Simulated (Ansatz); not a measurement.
# Zr2NOS MXene monolayer in a perpendicular field, part 2 of 2

Wanted: the out-of-plane response of the Zr2NOS MXene monolayer. A positive field points along +c.

Ansatz 0.2.0; plane-wave DFT, PBE-D3(BJ), Ansatz PAW (set soft_1); PAW set soft_1.

So far. Step 2 (Relaxation): The lattice constant a goes from 3.217 to 3.315 Å.

**3. Single point, field 0**

A sawtooth potential applies the field, turning back in the middle of the vacuum. With the dipole correction the typed value is the field outside the slab. The induced dipole is small, so the SCF threshold is tight.

The cell differs from the one that the last finished run ended in (c 42.237 → 23.207 Å).

File input.yaml:

```yaml
crystal:
  lattice:
    - [3.3152587672, 0.0, 0.0]
    - [-1.6576293836, 2.8710983125, 0.0]
    - [0.0, 0.0, 23.2071388018]
  atoms:
    - { symbol: S, position: [0.3333333333, 0.6666666667, 0.3878117021] }
    - { symbol: Zr, position: [0.6666666667, 0.3333333333, 0.4571056693] }
    - { symbol: "N", position: [0.0, 0.0, 0.5157804281] }
    - { symbol: Zr, position: [0.3333333333, 0.6666666667, 0.5716078725] }
    - { symbol: O, position: [0.6666666667, 0.3333333333, 0.6121882979] }
kpoints:
  mp_grid: { grid: [18, 18, 1] }
  band_path:
    path: [[0, 0, 0], [0.5, 0, 0], [0.33333333, 0.33333333, 0], [0, 0, 0]]
    npoints: 16
hamiltonian:
  xc: pbe
  dispersion: d3bj
  pseudopotentials: { kind: paw, azcp: { folder: soft_1 } }
scf:
  occupations: { method: fermi_dirac, width: 0.02585 }
  convergence: { dr2_threshold: 1.0e-10 }
efield:
  axis: 3
  dipole_correction: true
  ramp_position: 0.97
  ramp_width: 0.06
  amplitude: 0
output:
  dos: { projected: true, e_range: [-6, 5] }
  write_potential: true
  write_density: true
  volumetric_format: npy
  elf: true
```

Run with:

```sh
$ ansatz run input.yaml --threads 2 --pin off --max-ram 3072MiB --backend cpu --events-out ev --progress --plain --runs-dir out
```

Numbers of over 12 decimals in the logs are rounded to 6 here.

The log of the run:

```text
[...]
Crystal: 5 atoms, lattice volume = 220.896 Å³
Basis set: ecut = 420 eV, 4397 PW (Γ)
Bands: 26, of which v1, the nominal top of the filled ones, is band 21 counted from 1 (20 counted from 0)
Symmetry: 6 space group operations
[...]
k-points: 37 of 324 (time reversal used)
[...]
SCF iter   1: F=—  HF=-10234.712000 eV  |F-HF|=—  |Δ(HF+E_count)|=         —  Δρ=7.82e-2  dr2=1.72e1  ethr=3.10e-3  p=0.000 e·Å  D=2.94e-7 V/Å  ΔV_dip=-0.00 eV  dr2_dipole=2.09e-8  V_vac-E_F(+/−)=7.57/7.57 eV  ⟨swp⟩=9.7  Hψ=5890  notcnv=0
efield: sawtooth ramp at fractional position 0.9700 (set: `efield.ramp_position`, or a place that a band, a saddle search or an elastic batch's reference lends), width 0.0600; the density the first Hamiltonian is built on has a dipole p = 0.000 e·Å; the dipole correction subtracts the counter field D = 2.94e-7 V/Å, which shifts the + side's vacuum level by -0.00 eV against the − side's; the planar-averaged density in the ramp window peaks in size at 6.4e-7 e/Å³
[...]
SCF iter   2: F=—  HF=-10237.957312 eV  |F-HF|=—  |Δ(HF+E_count)|=    3.25e0  Δρ=1.27e-1  dr2=4.01e1  ethr=3.10e-3  p=0.137 e·Å  D=1.12e-1 V/Å  ΔV_dip=-2.61 eV  dr2_dipole=2.21e-1  V_vac-E_F(+/−)=1.98/4.59 eV  ⟨swp⟩=5.8  Hψ=3257  notcnv=0  defer=40  recentre
[...]
SCF iter  14: F=-10230.213917 eV  HF=-10230.213917 eV  |F-HF|=2.73e-11  |Δ(HF+E_count)|=  2.13e-10  Δρ=6.21e-8  dr2=7.18e-12  ethr=1.00e-12  p=0.059 e·Å  D=4.83e-2 V/Å  ΔV_dip=-1.12 eV  dr2_dipole=1.55e-16  V_vac-E_F(+/−)=4.57/5.69 eV  ⟨swp⟩=12.3  Hψ=3862  notcnv=0
SCF 1 converged in 14 iterations: F = -10230.213917 eV  dr2 = 7.18e-12
[...]
NSCF: frozen V_eff on 49 k-points
efield: sawtooth ramp at fractional position 0.9700 (kept from the solve that this one continues, or follows in the run), width 0.0600; the density the first Hamiltonian is built on has a dipole p = 0.059 e·Å; the dipole correction subtracts the counter field D = 4.83e-2 V/Å, which shifts the + side's vacuum level by -1.12 eV against the − side's; the planar-averaged density in the ramp window peaks in size at 7.5e-7 e/Å³
[...]
SCF converged after 14 iterations
Free energy (F): -10230.213917 eV
[...]
Internal energy: -10230.208991 eV  (E = F + TS)
E sigma→0 (E₀):  -10230.211454 eV
Entropy (-TS):   -0.004926 eV (-0.985 meV/atom)
Fermi energy:    0.777011 eV
Dipole field:    D = 0.048263 V/Å  (p = 0.058917 e·Å, saw-weighted, corrected)
Work function:   Φ+ = 4.5654 eV   Φ− = 5.6854 eV
Levels:          The Fermi level and band energies are counted from a zero that moves with the ramp; work functions are not
[...]
--- Band table (eV; the first three rows and the last of 37) ---
  k-point 0: bands = [... 17 lower, -1.7962, -0.1907, -0.1907, 1.2949, 1.2949, 1.4264, 2.9229, 2.9637, ... 1 higher]
  k-point 1: bands = [... 17 lower, -1.7736, -0.3693, -0.2720, 1.2261, 1.4230, 1.5566, 2.7677, 2.9855, ... 1 higher]
  k-point 2: bands = [... 17 lower, -1.8905, -0.6877, -0.4363, 1.0266, 1.7103, 1.8125, 2.7188, 3.0819, ... 1 higher]
  k-point 36: bands = [... 17 lower, -3.3552, -2.2724, -1.9750, 1.8800, 2.0445, 2.8220, 3.5084, 3.8365, ... 1 higher]
```

Elapsed: 25 s, on 2 threads of Arm Neoverse V1, shared host; peak memory 0.55 GiB.

Reading the cycles: dr2 is the Hartree energy of the density residual (eV), the measure of convergence; HF is the Harris–Foulkes estimate of the energy, which meets the free energy F at convergence.

Numbers from this step:

```yaml
energy_at_zero_smearing: -10230.2115 eV
work_function_upper_face: 4.565 eV
work_function_lower_face: 5.685 eV
dipole_along_the_normal: 0.05892 e·Å
step_between_the_vacuum_levels: -1.120 eV
```

Running mean over a fixed 2.8 Å (it still follows the layers) of the planar mean; the ramp of the sawtooth is left out. Electron's electrostatic potential energy less the Fermi level against z:

```csv
z (Å),electron's electrostatic potential energy less the Fermi level (eV)
3.0,5.69
3.5,5.69
4.0,5.69
4.5,5.69
5.0,5.68
5.5,5.68
6.0,5.66
6.5,5.54
7.0,4.94
7.5,3.11
8.0,0.755
8.5,-1.43
9.0,-4.49
9.5,-8.17
10.0,-10.1
10.5,-10.2
11.0,-10.3
11.5,-10.8
12.0,-11.0
12.5,-11.2
13.0,-11.6
13.5,-10.6
14.0,-8.46
14.5,-5.18
15.0,-1.32
15.5,1.97
16.0,3.90
16.5,4.46
17.0,4.55
17.5,4.56
18.0,4.56
18.5,4.57
19.0,4.57
19.5,4.57
20.0,4.57
```

The density of states has structure finer than the step of the table below, so its rows give means over 0.25 eV, whole bins alone (the curve runs from -6 to 1.88 eV). Peaks (eV: height): -5.610: 17.1, -4.810: 11.1, -4.290: 11.3, -4.100: 11.1, -4.040: 12.3, -3.790: 16.1, -3.050: 7.20.

Table of density of states by energy, zero at the Fermi level; means over each step:

energy (eV), density of states (states/eV a cell) and a bar:
```
    -5.75        3.5 ##############
    -5.50        7.4 ##############################
    -5.25        3.3 ############
    -5.00        1.9 #######
    -4.75        5.7 #######################
    -4.50        2.4 #########
    -4.25        6.7 ###########################
    -4.00        6.4 ##########################
    -3.75        6.1 ########################
    -3.50        1.9 #######
    -3.25        0.5 #
    -3.00        2.4 #########
    -2.75        2.5 #########
    -2.50        3.4 #############
    -2.25        1.8 ######
    -2.00        1.9 #######
    -1.75        2.7 ##########
    -1.50        1.7 ######
    -1.25        0.8 ##
    -1.00        0.3 
    -0.75        0.9 ###
    -0.50        1.1 ###
    -0.25        1.2 ####
     0.00        1.5 #####
     0.25        1.8 ######
     0.50        1.0 ###
     0.75        1.8 ######
     1.00        1.5 #####
     1.25        1.7 ######
     1.50        1.8 ######
     1.75        2.9 ###########
```

Projected DOS per atom over height of the atomic layer and energy from the Fermi level. Layers: S Zr N Zr O from below.

Values in states/eV, 22 rows by 5 columns, each cell a mean:
```
0.08 0.69 0.24 1.41 0.13
0.11 0.56 0.17 0.81 0.09
0.15 0.59 0.13 0.60 0.09
0.15 0.48 0.10 0.54 0.08
0.19 0.57 0.10 0.65 0.10
0.21 0.53 0.08 0.44 0.11
0.20 0.45 0.05 0.28 0.11
0.15 0.32 0.02 0.15 0.09
0.32 0.14 0.05 0.02 0.01
1.19 0.43 0.12 0.04 0.02
1.62 0.42 0.16 0.03 0.03
1.28 0.27 0.15 0.04 0.04
2.00 0.51 0.44 0.09 0.22
1.26 0.43 0.15 0.04 0.08
0.38 0.20 0.15 0.04 0.11
1.18 0.69 1.24 0.14 1.17
0.95 0.98 1.89 0.42 2.03
1.01 0.67 0.88 0.32 1.89
0.36 0.74 1.80 0.67 1.21
0.09 0.24 0.67 0.36 0.71
0.18 0.50 1.67 1.51 2.84
0.02 0.14 0.58 0.72 1.21
```
Columns: height of the atomic layer (Å) from 9 to 14.2 (not evenly spaced); rows upwards: energy from the Fermi level (eV) from -5.96 to 1.87.

The electronic bands at the labelled points (eV, zero at the Fermi level):

```csv
point,band 17,band 18,band 19,band 20,band 21,band 22,band 23,band 24
Γ,-3.68,-2.57,-0.97,-0.97,0.52,0.52,0.65,2.15
halfway,-3.87,-3.50,-2.22,-1.52,-0.39,1.60,1.72,2.10
M,-4.00,-3.87,-2.50,-1.65,-0.92,1.65,2.49,2.92
halfway,-4.30,-3.71,-2.96,-2.26,0.01,1.97,2.01,2.68
K,-4.24,-4.13,-3.05,-2.75,1.10,1.27,2.04,2.73
halfway,-3.93,-3.47,-2.54,-1.83,0.37,0.63,2.31,2.52
Γ,-3.68,-2.57,-0.97,-0.97,0.52,0.52,0.65,2.15
```

ELF in the ca plane at fractional y = 0.333, with atoms of Zr and O within 0.2 Å of it. It is the smooth field of the valence electrons, not physical close to the nuclei.

Values, 5 rows by 16 columns, each cell a mean:
```
0.00 0.00 0.00 0.00 0.08 0.34 0.33 0.62 0.28 0.17 0.48 0.72 0.25 0.01 0.00 0.00
0.00 0.00 0.00 0.00 0.01 0.08 0.36 0.52 0.39 0.16 0.64 0.71 0.37 0.02 0.00 0.00
0.00 0.00 0.00 0.00 0.08 0.34 0.34 0.64 0.28 0.16 0.50 0.72 0.26 0.01 0.00 0.00
0.00 0.00 0.00 0.02 0.33 0.72 0.60 0.18 0.44 0.27 0.22 0.18 0.04 0.00 0.00 0.00
0.00 0.00 0.00 0.02 0.34 0.74 0.62 0.17 0.45 0.28 0.20 0.16 0.04 0.00 0.00 0.00
```
Columns run along c (16.0 Å, from fractional 0.14 to 0.83 of the cell), rows up along a (3.3 Å). Atoms in or near the plane, at fractional coordinates: Zr at (0.46, 0.67), O at (0.61, 0.67).

Electrostatic potential energy in the ca plane at fractional y = 0.333, with atoms of Zr and O within 0.2 Å of it. With pseudopotentials it is smooth inside the atoms' cores, unlike the true potential.

Values in eV, 5 rows by 16 columns, each cell a mean:
```
  6   6   6   6   6   4  -9 -34  -9  -1  -7  -6   6   6   6   6
  6   6   6   6   6   4 -18 -43 -19   1 -20 -25   6   6   6   6
  6   6   6   6   6   4  -9 -35 -10  -1  -8  -7   6   6   6   6
  6   6   6   6   6   0  -1  -4  -1  -7 -11   2   5   6   6   6
  6   6   6   6   6   0  -1  -3   0  -7 -11   2   5   6   6   6
```
Columns run along c (16.0 Å, from fractional 0.14 to 0.83 of the cell; values clipped at the 3rd and 97th percentile), rows up along a (3.3 Å). Atoms in or near the plane, at fractional coordinates: Zr at (0.46, 0.67), O at (0.61, 0.67).

Valence density in the ca plane at fractional y = 0.333, with atoms of Zr and O within 0.2 Å of it. It is the smooth field of the valence electrons, not physical close to the nuclei.

Ten steps, logarithmic in the rise over the least value, from '0' (0.0 e/Å³) to '9' (7.3 e/Å³), each cell a mean:
```
00000000000001223345654332233454210000000000
00000000000000112357886322235787420000000000
00000000000000112368887421236898520000000000
00000000000000112368887422235898520000000000
00000000000001122346775322234665310000000000
00000000000001233334443333333443100000000000
00000000000001344433223344444321000000000000
00000000000002344432223444444321000000000000
00000000000001234433333333343322100000000000
```
Columns run along c (16.0 Å, from fractional 0.14 to 0.83 of the cell), rows up along a (3.3 Å). Atoms in or near the plane, at fractional coordinates: Zr at (0.46, 0.67), O at (0.61, 0.67).

The work function of the upper face is 4.57 eV.

**4. Single point, field 0.1 V/Å**

input.yaml, as its differences from that of step 3:

```diff
@@ -26,7 +26,6 @@
   dipole_correction: true
-  ramp_position: 0.97
-  ramp_width: 0.06
-  amplitude: 0
+  ramp_position: 0.9357
+  ramp_width: 0.1181
+  amplitude: 0.1
 output:
-  dos: { projected: true, e_range: [-6, 5] }
   write_potential: true
@@ -34,2 +33 @@
   volumetric_format: npy
-  elf: true
```

The log of the run:

```text
[...]
Crystal: 5 atoms, lattice volume = 220.896 Å³
Basis set: ecut = 420 eV, 4397 PW (Γ)
Bands: 26, of which v1, the nominal top of the filled ones, is band 21 counted from 1 (20 counted from 0)
Symmetry: 6 space group operations
[...]
k-points: 37 of 324 (time reversal used)
[...]
k-point 0: bands = [... 17 lower, -1.8156, -0.2103, -0.2103, 1.2849, 1.2849, 1.4093, 2.9114, 2.9515, ... 1 higher]
  k-point 1: bands = [... 17 lower, -1.7922, -0.3894, -0.2916, 1.2139, 1.4130, 1.5421, 2.7530, 2.9732, ... 1 higher]
  k-point 2: bands = [... 17 lower, -1.9084, -0.7092, -0.4564, 1.0140, 1.7003, 1.7991, 2.7026, 3.0695, ... 1 higher]
  k-point 36: bands = [... 17 lower, -3.3484, -2.2963, -2.0033, 1.8722, 2.0365, 2.8119, 3.4982, 3.8203, ... 1 higher]
[key lines of the parts left out:]
SCF converged after 14 iterations
Free energy (F): -10230.221546 eV
Fermi energy:    0.764305 eV
Dipole field:    D = 0.076739 V/Å  (p = 0.093679 e·Å, saw-weighted, corrected)
```

The job ended after 25 s (2 threads; peak memory 0.53 GiB).

The dipole is 0.0937 e·Å, 0.0348 e·Å from its value without field.

**5. Single point, field -0.1 V/Å**

input.yaml, as its differences from that of step 4:

```diff
@@ -28,3 +28,3 @@
   ramp_width: 0.1181
-  amplitude: 0.1
+  amplitude: -0.1
 output:
```

The log of the run:

```text
[...]
Crystal: 5 atoms, lattice volume = 220.896 Å³
Basis set: ecut = 420 eV, 4397 PW (Γ)
Bands: 26, of which v1, the nominal top of the filled ones, is band 21 counted from 1 (20 counted from 0)
Symmetry: 6 space group operations
[...]
k-points: 37 of 324 (time reversal used)
[...]
k-point 0: bands = [... 17 lower, -1.7890, -0.1836, -0.1836, 1.2925, 1.2925, 1.4309, 2.9213, 2.9637, ... 1 higher]
  k-point 1: bands = [... 17 lower, -1.7672, -0.3616, -0.2648, 1.2259, 1.4207, 1.5586, 2.7699, 2.9855, ... 1 higher]
  k-point 2: bands = [... 17 lower, -1.8848, -0.6786, -0.4286, 1.0268, 1.7079, 1.8135, 2.7226, 3.0820, ... 1 higher]
  k-point 36: bands = [... 17 lower, -3.3743, -2.2608, -1.9590, 1.8753, 2.0401, 2.8196, 3.5064, 3.8403, ... 1 higher]
[key lines of the parts left out:]
SCF converged after 14 iterations
Free energy (F): -10230.209763 eV
Fermi energy:    0.777319 eV
Dipole field:    D = 0.019786 V/Å  (p = 0.024154 e·Å, saw-weighted, corrected)
```

Run time: 24 s. Hardware: 2 threads; peak memory 0.53 GiB; 48 s of CPU time.

The dipole is 0.0242 e·Å, -0.0348 e·Å from its value without field.

**6. Response, atoms held**

This step: plane-wave DFT, PBE-D3(BJ), Ansatz PAW (set soft_1); response to a field along the normal, atoms held; PAW set soft_1 (Ansatz 0.2.0).

The dipoles give the slope, and the difference of two potentials shows where the field is screened.

This step gave:

| Quantity | Value |
| --- | --- |
| equivalent conductor thickness p/(ε₀AE) | 6.609 Å |
| distance between the outer atoms | 5.207 Å |

Table of dipole of the cell by applied field:

```csv
applied field (V/Å),dipole of the cell (e·Å)
-0.1000,0.0242
0.0000,0.0589
0.1000,0.0937
```

Local field over the applied field, running mean. From the potentials at -0.1 and 0.1 V/Å; running mean over 2.5 Å. Local field over applied field against z:

```csv
z (Å),local field over applied field
4.5,0.999
5.0,0.998
5.5,0.993
6.0,0.978
6.5,0.936
7.0,0.840
7.5,0.685
8.0,0.506
8.5,0.325
9.0,0.170
9.5,0.0782
10.0,0.0455
10.5,0.0344
11.0,0.0351
11.5,0.0420
12.0,0.0471
12.5,0.0527
13.0,0.0808
13.5,0.144
14.0,0.257
14.5,0.408
15.0,0.581
15.5,0.744
16.0,0.875
16.5,0.952
17.0,0.984
17.5,0.995
18.0,0.999
18.5,1.000
19.0,1.000
```

Electrons, planar mean, per unit field. Induced electron density against z:

```csv
z (Å),induced electron density (e/Å³ per V/Å)
4.5,2.2e-6
5.0,7.9e-6
5.5,2.8e-5
6.0,9.4e-5
6.5,3.0e-4
7.0,8.6e-4
7.5,0.00218
8.0,0.00379
8.5,0.00257
9.0,6.7e-4
9.5,5.9e-4
10.0,-5.7e-4
10.5,-1.8e-4
11.0,1.8e-4
11.5,3.4e-4
12.0,-1.1e-4
12.5,-6.4e-4
13.0,7.6e-6
13.5,6.2e-6
14.0,-0.00194
14.5,-0.00220
15.0,-0.00334
15.5,-0.00173
16.0,-6.5e-4
16.5,-2.1e-4
17.0,-6.5e-5
17.5,-1.9e-5
18.0,-5.2e-6
18.5,-1.4e-6
19.0,-4.0e-7
```

By hand: between -0.1 and 0.1 V/Å the dipole changes by 0.06952 e·Å, a slope of 0.3476 e·Å²/V. A perfect conductor of thickness t has p = ε₀AEt, so t = 180.95 × 0.3476 / 9.518 = 6.61 Å (e/ε₀ = 180.95 V·Å, A in Å²).

The induced dipole is that of a conductor 6.61 Å thick.

**7. What came out**

```yaml
gap_without_field: none
work_function_upper_face: 4.57 eV
step_between_the_vacuum_levels: -1.12 eV
equivalent_conductor_thickness_atoms_held: 6.61 Å
```

What this shows: The induced dipole equals that of a perfect conductor 6.61 Å thick, while the outer atoms lie 5.21 Å apart. The two faces differ: the vacuum level above lies 1.12 eV lower than the one below. There is no gap over 0.03 eV, with or without the field. The first relaxation ran with spin and lost its moment, and the later runs have none; other magnetic states were not tried. Spin-orbit coupling is left out. The MXene's terminations sit over the metal atoms of its far layer; the site over carbon or nitrogen, which some compounds prefer, was not run.

[Logs are printed without paths, hosts, clocks, repeated set-up lines and the standing remarks that a program may print on its own settings, such as how far it seeks lower states.]

[Hosts, paths, dates, database ids (printed as entryN), source tags and the programs' standing remarks are cut or masked in the printed files.]

[Maps of the electrostatic potential energy from Ansatz leave out the sawtooth potential of an applied field or a dipole correction, so their vacuum need not be flat; planar profiles and work functions include it.]

[The density of states shown here was stored with 400 of the rows of the run's finer table, so its peaks can read low, often by over a quarter, or be missed, and its means over a window can be off by a tenth or more.]
